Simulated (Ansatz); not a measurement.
Wires are cut from relaxed bulk TiC (Fm-3m, 10.17 Å³/atom, gap on the mesh 0.00 eV); atoms and period are relaxed, and energies count from that bulk.

Computed with DFT PBE, scalar-relativistic, plane waves, PAW (Ansatz 0.2.0).

Cutoff 420 eV, Gaussian smearing of 0.05 eV, energies at zero smearing, symmetry of each start kept, no spin polarisation.

| start | atoms | k mesh | excess energy (eV per host atom) | line energy (eV/Å) | period (Å) | gap on the mesh (eV) |
| --- | --- | --- | --- | --- | --- | --- |
| [110] wire, 10 host atoms a period | 10 | 1×1×18 | 1.217 | 4.004 | 3.040 | 0.05 |
| [110] wire, 14 host atoms a period | 14 | 1×1×18 | 1.391 | 6.159 | 3.161 | 0 |

Gaps under about 0.2 eV rest on few k points and may close between them. Each run keeps its start's symmetry and one magnetic start, so lower states can exist.

Cost: 2 runs of about 28 core-minutes in all, on Arm Neoverse V1 (shared hosts).